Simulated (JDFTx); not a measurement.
Crystal: BN.

```
N B
1.0
     2.49824    0.00000    0.00000
    -1.24912    2.16354    0.00000
     0.00000    0.00000    6.63570
N B
2 2
Direct
  0.66667 0.33333 0.25000
  0.33333 0.66667 0.75000
  0.66667 0.33333 0.75000
  0.33333 0.66667 0.25000
```

Base run:

- Program: JDFTx 1.7.0 (patched build)
- Functional: TASK
- Potentials or basis: SG15-PBE-1.2
- Cutoff: 1088 eV
- Density cutoff: 8708 eV
- k mesh: 10 × 10 × 3
- Occupations: fermi-dirac, width 0.05 eV
- Spin: no spin polarisation

Its results: band gap on the k mesh 5.88 eV, indirect (least direct gap 6.32 eV); pressure 3.9 GPa.

Q: The run is repeated on the same cell with these changes: functional from TASK to SCAN. What comes out?

A: Band gap on the k mesh 4.79 eV, indirect (least direct gap 5.28 eV); pressure -0.7 GPa.

Caveats: the potentials were made for another functional, which shifts forces and pressure; an odd mesh through Γ misses points on the zone boundary, where band edges often lie; the empty levels aren't tightly converged (some runs).
